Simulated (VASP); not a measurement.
# Co (P6_3/mmc) in VASP: settings compared, part 3 of 3

VASP 6.6.1.

### Step 4. Relaxation of cell and atoms, PBEsol, collinear spin, ferromagnetic start

Input file INCAR:

```
  ALGO = Fast
  EDIFF = 1E-7
  EDIFFG = -0.005
  ENCUT = 600
  GGA = PS
  IBRION = 2
  ISIF = 3
  ISMEAR = 0
  ISPIN = 2
  LASPH = True
  LCHARG = False
  LMAXMIX = 4
  LORBIT = 11
  LREAL = False
  LWAVE = False
  MAGMOM = 2 2
  NELM = 150
  NSW = 90
  PREC = Accurate
  SIGMA = 0.1
```

Input file KPOINTS:

```
k-points
0
Gamma
  9 9 4
```

Input file POSCAR:

```
Co
1.0
    2.5070000000      0.0000000000      0.0000000000
   -1.2535000000      2.1711256900      0.0000000000
    0.0000000000      0.0000000000      4.0700000000
Co
2
Direct
    0.3333333300      0.6666666700      0.2500000000
    0.6666666700      0.3333333300      0.7500000000
```

Potentials or basis: VASP PAW PBE potentials, release 64 (Co).

On the command line:

```console
$ cat potpaw_PBE.64/Co/POTCAR > POTCAR
$ mpirun -np 1 vasp_std > vasp.out
```

OUTCAR:

```text
EDIFF = 1E-7
   EDIFFG = -0.005
   ENCUT = 600
   GGA = PS
   IBRION = 2
   ISIF = 3
   ISMEAR = 0
   ISPIN = 2
   LASPH = True
   LORBIT = 11
   LREAL = False
   NELM = 150
   NSW = 90
   PREC = Accurate

 ion  position               nearest neighbor table
   1  0.333  0.667  0.250-   2 2.50   2 2.50   2 2.50   2 2.50   2 2.50   2 2.50
   2  0.667  0.333  0.750-   1 2.50   1 2.50   1 2.50   1 2.50   1 2.50   1 2.50

  LATTYP: Found a hexagonal cell.
 ALAT       =     2.5070000000
 C/A-ratio  =     1.6234543279

  Lattice vectors:

 A1 = (   2.5070000000,   0.0000000000,   0.0000000000)
 A2 = (  -1.2535000000,   2.1711256900,   0.0000000000)
 A3 = (   0.0000000000,   0.0000000000,   4.0700000000)

Analysis of symmetry for initial positions (statically):
=====================================================================
 Subroutine PRICEL returns:
 Original cell was already a primitive cell.

 Routine SETGRP: Setting up the symmetry group for a
 hexagonal supercell.

 Subroutine GETGRP returns: Found 24 space group operations
 (whereof 12 operations were pure point group operations)
 out of a pool of 24 trial point group operations.

The static configuration has the point symmetry D_3d.
 The point group associated with its full space group is D_6h.

Analysis of symmetry for dynamics (positions and initial velocities):
=====================================================================
 Subroutine PRICEL returns:
 Original cell was already a primitive cell.

 Routine SETGRP: Setting up the symmetry group for a
 hexagonal supercell.

 Subroutine GETGRP returns: Found 24 space group operations
 (whereof 12 operations were pure point group operations)
 out of a pool of 24 trial point group operations.

The dynamic configuration has the point symmetry D_3d.
 The point group associated with its full space group is D_6h.

Analysis of structural, dynamic, and magnetic symmetry:
=====================================================================
 Subroutine PRICEL returns:
 Original cell was already a primitive cell.

 Routine SETGRP: Setting up the symmetry group for a
 hexagonal supercell.

 Subroutine GETGRP returns: Found 24 space group operations
[... 137 lines left out ...]
 RMM-DIIS sequential band-by-band and
 Gauss-broadening in eV      SIGMA  =   0.10
  energy-cutoff  :      600.00
  volume of cell :       22.15
 maximum number of plane-waves:       756
 NGX is ok and might be reduce to    20
   NGX =  9   NGY =  9   NGZ = 17

--------------------------------------- Ionic step        1  -------------------------------------------

 number of electron      17.9999999 magnetization       3.1676602

 Free energy of the ion-electron system (eV)
  ---------------------------------------------------
  ext. energy  EPLUGINS =         0.00000000
  ---------------------------------------------------
  free energy    TOTEN  =       -15.39063749 eV

  energy without entropy =      -15.38131571  energy(sigma->0) =      -15.38597660

 E-fermi :   9.7924     XC(G=0): -13.4556

 val. band max:        9.7633040981   @ k =   0.2222   0.1111   0.0000
 cond. band min:       9.8052363263   @ k =   0.1111   0.1111   0.0000
 fundamental gap:      0.0419322282
 Fermi energy:         9.7923990714

 spin component 1

 k-point     1 :       0.0000    0.0000    0.0000
  band No.  band energies     occupation
      1       0.9288      1.00000
      2       4.7418      1.00000
      3       7.2184      1.00000
      4       7.2714      1.00000
      5       7.2714      1.00000
      6       7.5711      1.00000
      7       7.5711      1.00000
      8       7.9154      1.00000
      9       7.9154      1.00000
     10       8.9749      1.00000
     11       8.9749      1.00000
     12       9.6094      0.99517
[... 1104 lines left out ...]
--------------------------------------- Ionic step        8  -------------------------------------------

 number of electron      18.0000005 magnetization       2.9860840

 Free energy of the ion-electron system (eV)
  ---------------------------------------------------
  ext. energy  EPLUGINS =         0.00000000
  ---------------------------------------------------
  free energy    TOTEN  =       -15.47093047 eV

  energy without entropy =      -15.46164805  energy(sigma->0) =      -15.46628926

 E-fermi :  10.8836     XC(G=0): -13.9012

 val. band max:       10.8361073326   @ k =   0.1111   0.1111   0.0000
 cond. band min:      10.9144615518   @ k =   0.4444   0.0000   0.5000
 fundamental gap:      0.0783542192
 Fermi energy:        10.8835762854

 spin component 1

 k-point     1 :       0.0000    0.0000    0.0000
  band No.  band energies     occupation
      1       1.5657      1.00000
      2       5.4795      1.00000
      3       8.2347      1.00000
      4       8.2633      1.00000
      5       8.2633      1.00000
      6       8.6104      1.00000
      7       8.6104      1.00000
      8       8.9856      1.00000
      9       8.9856      1.00000
     10      10.1962      1.00000
     11      10.1962      1.00000
     12      10.7030      0.99468
[... 882 lines left out ...]
  FREE ENERGIE OF THE ION-ELECTRON SYSTEM (eV)
  ---------------------------------------------------
  free  energy   TOTEN  =       -15.4709304682 eV

  energy  without entropy=      -15.4616480486  energy(sigma->0) =      -15.46628926

 reached required accuracy - stopping structural energy minimisation

 total charge

# of ion       s       p       d       tot
------------------------------------------
    1        0.510   0.569   7.306   8.384
    2        0.510   0.569   7.306   8.384
--------------------------------------------------
tot          1.020   1.137  14.611  16.768

 magnetization (x)

# of ion       s       p       d       tot
------------------------------------------
    1       -0.017  -0.050   1.566   1.499
    2       -0.017  -0.050   1.566   1.499
--------------------------------------------------
tot         -0.033  -0.100   3.132   2.998
```

OSZICAR:

```text
N       E                     dE             d eps       ncg     rms          rms(c)
DAV:   1     0.850182245743E+02    0.85018E+02   -0.92333E+03  2200   0.176E+03
DAV:   2    -0.154212761047E+02   -0.10044E+03   -0.92801E+02  2160   0.268E+02
[... 77 lines left out ...]
       N       E                     dE             d eps       ncg     rms          rms(c)
DAV:   1    -0.154709785580E+02   -0.51605E-04   -0.54855E-04  2279   0.440E-01    0.571E-02
RMM:   2    -0.154709408115E+02    0.37746E-04   -0.20076E-04  2160   0.201E-01    0.360E-02
RMM:   3    -0.154709314175E+02    0.93940E-05   -0.27677E-05  2160   0.852E-02    0.154E-02
RMM:   4    -0.154709308457E+02    0.57175E-06   -0.78419E-07  1906   0.949E-03    0.545E-03
RMM:   5    -0.154709305053E+02    0.34041E-06   -0.28149E-07  1491   0.525E-03    0.924E-04
RMM:   6    -0.154709304682E+02    0.37165E-07   -0.43235E-08  1186   0.233E-03
   8 F= -.15470930E+02 E0= -.15466289E+02  d E =-.349054E-05  mag=     2.9861
```

Wall time 79 s (1 thread of Intel Xeon 6975P-C (Granite Rapids), shared host); peak memory 0.17 GiB.

What came out:

```
Free energy                                           : -15.4709 eV
Relaxed volume                                        : 10.28 Å³/atom
Relaxed cell                                          : a = 2.449 Å, b = 2.449 Å, c = 3.957 Å, α = 90.00°, β = 90.00°, γ = 120.00°
Space group after relaxing (to 0.05 Å)                : P6_3/mmc (No. 194)
Energy gained by relaxing                             : 40.1 meV/atom
Ionic steps                                           : 8
Pressure after relaxing                               : 0.0 GPa
Band gap on the k mesh                                : none (metal or under the smearing width)
Net moment                                            : 2.99 μB per cell
Site moments                                          : Co +1.50 μB
Valence electrons inside the program's atomic spheres : Co 8.38
```

The path:
```csv
step,energy change (eV),largest force (eV/Å),pressure (GPa),volume (Å³)
1,0.0000,0.0000,-14.93,22.15
2,0.0279,0.0000,24.12,19.01
3,-0.0797,0.0000,-0.35,20.59
4,-0.0797,0.0000,0.02,20.56
5,-0.0803,0.0000,0.07,20.55
6,-0.0803,0.0000,0.11,20.54
7,-0.0803,0.0000,-0.11,20.56
8,-0.0803,0.0000,0.00,20.55
```

Final structure:
```
CELL_PARAMETERS angstrom
2.44908 0.00000 0.00000
-1.22454 2.12096 0.00000
0.00000 0.00000 3.95704
ATOMIC_POSITIONS crystal
Co 0.33333 0.66667 0.25000
Co 0.66667 0.33333 0.75000
```

Caveat: the k mesh is coarse (spacing up to 0.39 Å⁻¹), so the values aren't converged; the PAW data sets were made with another functional, which shifts forces and pressure a little.

### Step 5. Single point, PBEsol, collinear spin, ferromagnetic start

Input file INCAR:

```
PREC     = Accurate       # precision mode
ENCUT    = 520            # plane-wave cutoff, eV
EDIFF    = 1E-6           # SCF threshold, eV
ISMEAR   = 0              # smearing method
SIGMA    = 0.1            # smearing width, eV
LREAL    = False          # projectors in reciprocal space
LASPH    = True           # aspherical terms in the spheres
NELM     = 150            # most SCF steps
ALGO     = Fast           # electronic algorithm
ISIF     = 2              # what is computed and relaxed
LWAVE    = False          # write WAVECAR
LCHARG   = False          # write CHGCAR
ISPIN    = 2              # spin polarisation
MAGMOM   = 2 2            # initial moments
LORBIT   = 11             # projections on sites
LMAXMIX  = 4              # l up to which the mixer works
GGA      = PS             # functional
```

Input file KPOINTS:

```
Automatic mesh
0
Gamma
  21 21 10
```

POSCAR is that of step 4.

On the command line:

```console
$ cat potpaw_PBE.64/Co/POTCAR > POTCAR
$ mpirun -np 1 vasp_std > vasp.out
```

Wall time 89 s (1 thread of Intel Xeon 6975P-C (Granite Rapids), shared host); peak memory 0.25 GiB.

The run converged. Its results:

- Free energy: -15.4052 eV
- Pressure: -14.2 GPa
- Band gap on the k mesh: none (metal or under the smearing width)
- Net moment: 3.24 μB per cell
- Site moments: Co +1.64 μB
- Valence electrons inside the program's atomic spheres: Co 8.23

Stress tensor (GPa, compression positive):
```
-13.83   0.00   0.00
  0.00 -13.83   0.00
  0.00   0.00 -15.06
```

Levels at points of the mesh, in eV from the Fermi level:
Spin up:
```csv
k point,band 7,band 8,band 9,band 10,band 11,band 12,band 13,band 14,band 15
"(0.00, 0.00, 0.00)",-2.24,-1.89,-1.89,-0.84,-0.84,-0.16,6.10,21.80,24.19
"(0.00, 0.00, 0.50)",-2.61,-2.61,-1.14,-1.14,-1.14,-1.14,14.64,14.64,22.51
```
Spin down:
```
           k point  band 3  band 4  band 5  band 6  band 7  band 8  band 9  band 10  band 11  band 12
(0.00, 0.00, 0.00)   -0.96   -0.91   -0.91   -0.56   -0.56   -0.16   -0.13    -0.13     1.04     1.04
(0.00, 0.00, 0.50)   -1.49   -1.49   -0.97   -0.97   -0.97   -0.97    0.71     0.71     0.71     0.71
```

Caveat: the PAW data sets were made with another functional, which shifts forces and pressure a little.

### Step 6. The runs side by side

```tsv
task	level	cell	k mesh	cutoff (eV)	mesh quality	gap on the mesh (eV)	pressure (GPa)	moment (μB)	relaxed volume (Å³/atom)
relaxation of cell and atoms	PBE+D3(BJ)	relaxed	21 × 21 × 10	600	not flagged	none	0.0	3.14	10.49
relaxation of cell and atoms	PBEsol	relaxed	9 × 9 × 4	600	coarse	none	0.0	2.99	10.28
single point	PBEsol	as given	21 × 21 × 10	520	not flagged	none	-14.2	3.24	-
```

Alike in all rows: potentials or basis VASP PAW PBE potentials, release 64 (Co); spin collinear, ferromagnetic start; smearing gaussian 0.1 eV.

Caveats: some runs use coarse meshes; the PAW data sets were made with another functional, which shifts forces and pressure a little (some runs); pairwise dispersion overbinds metals, which lowers pressure and volume (some runs).

Absolute energies hang on the potentials; compare differences alone.
